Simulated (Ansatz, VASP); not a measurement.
# Ir: VASP beside Ansatz

INCAR

```
SYSTEM = Ir
PREC = Accurate
ENCUT = 520
EDIFF = 1E-6
ISMEAR = -1
SIGMA = 0.05
LREAL = .False.
LASPH = .True.
NELM = 60
ALGO = Normal
ISIF = 2
LWAVE = .False.
LCHARG = .True.
GGA = PS
LELF = .True.
LVHAR = .True.
NBANDS = 10
```

File KPOINTS:

```
regular mesh
0
Gamma
  15 15 15
  0 0 0
```

The input POSCAR:

```
Ir
1.0
    0.0000000000      1.8813060000      1.9197000000
    1.8813060000      0.0000000000      1.9197000000
    1.8813060000      1.8813060000      0.0000000000
Ir
1
Direct
    0.0000000000      0.0000000000      0.0000000000
```

Input for Ansatz:

```yaml
crystal:
  lattice:
    - [0.0, 1.881306, 1.9197]
    - [1.881306, 0.0, 1.9197]
    - [1.881306, 1.881306, 0.0]
  atoms:
    - { symbol: Ir, position: [0.0, 0.0, 0.0] }
kpoints:
  mp_grid: { grid: [15, 15, 15] }
  band_path:
    path:
      - [0.0, 0.0, 0.0]
      - [0.0, 0.5, 0.5]
      - [0.25, 0.75, 0.5]
      - [0.0, 0.5, 0.0]
      - [0.0, 0.0, 0.0]
      - [0.5, 0.5, 0.0]
      - [0.37005, 0.62995, 0.0]
      - [-0.37005, 0.37005, 0.0]
      - [0.0, 0.0, 0.0]
    npoints: 5
scf:
  occupations: { method: fermi_dirac, width: 0.05 }
hamiltonian:
  xc: pbesol
  pseudopotentials: { kind: all_electron, lapw: { basis_error: 0.0005 } }
output:
  forces: true
  stress: true
  eigenvalues: true
```

Change from the starting cell: equal xx and yy strain of -2 %.

Alike in both runs: task single point; functional PBEsol; k mesh 15 × 15 × 15; occupations fermi-dirac, width 0.05 eV; no spin polarisation.

```csv
,VASP,Ansatz
version,VASP 6.6.1,Ansatz 0.2.0
potentials or method,"VASP PAW PBE potentials, release 64 (Ir)","all-electron LAPW, scalar-relativistic"
plane-wave cutoff (eV),520,see its input
```

|  | VASP | Ansatz | Ansatz less VASP |
| --- | --- | --- | --- |
| pressure (GPa) | 15.3 | 14.0 | -1.35 |
| largest component of the traceless stress (GPa) | 5.95 | 5.96 | +0.008 |

Ansatz ran all-electron here, so the differences hold the error of VASP's frozen core and of both bases.

Caveats: so large a pressure means that the cell lies far from this level's equilibrium, or that cutoff or potentials fall short (VASP); the potentials were made for another functional, which shifts forces and pressure (VASP). Spin-orbit coupling is left out, which matters for the levels of Ir.
